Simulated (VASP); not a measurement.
A run of VASP 6.6.1:

The input INCAR:

```
SYSTEM = Al3As4
  PREC = Accurate
  ENCUT = 520
  EDIFF = 1E-6
  ISMEAR = 0
  SIGMA = 0.01
  LREAL = .FALSE.
  LASPH = .TRUE.
  NELM = 150
  ALGO = Fast
  ISIF = 2
  LWAVE = .FALSE.
  LCHARG = .FALSE.
  ISPIN = 2
  MAGMOM = 0 0 0 0.5 0.5 0.5 0.5
  LORBIT = 11
  GGA = PE
  NBANDS = 28
  NELECT = 30.0
```

Contents of KPOINTS:

```
Automatic mesh
0
G
  3 3 3
  0 0 0
```

Contents of POSCAR:

```
Al3As4
1.0
    0.0000000000      5.7279123196      0.0000000000
    0.0000000000      0.0000000000     -5.7279123196
   -5.7279123196      0.0000000000      0.0000000000
Al As
3 4
Direct
    0.0000000000      1.0000000000      0.0000000000
    0.5000000000      0.5000000000      0.0000000000
    0.0000000000      0.5000000000      0.5000000000
    0.7415492729      0.7584507271      0.7415492729
    0.2584507271      0.7584507271      0.2584507271
    0.7415492729      0.2415492729      0.2584507271
    0.2584507271      0.2415492729      0.7415492729
```

Potentials or basis: VASP PAW PBE potentials, release 64 (Al, As).

The run is started by

```bash
$ cat potpaw_PBE.64/Al/POTCAR potpaw_PBE.64/As/POTCAR > POTCAR
$ mpirun -np 1 vasp_std > vasp.out
```

Hardware: 1 thread of Intel(R) Xeon(R) 6975P-C (Granite Rapids), on a shared host.

Question: Estimate the wall time of this run.

Answer: Run time: 46 s on 1 thread of Intel(R) Xeon(R) 6975P-C (Granite Rapids), with other jobs on the host, peak memory 0.4 GiB. Counts: scf iterations 15, k points 4.
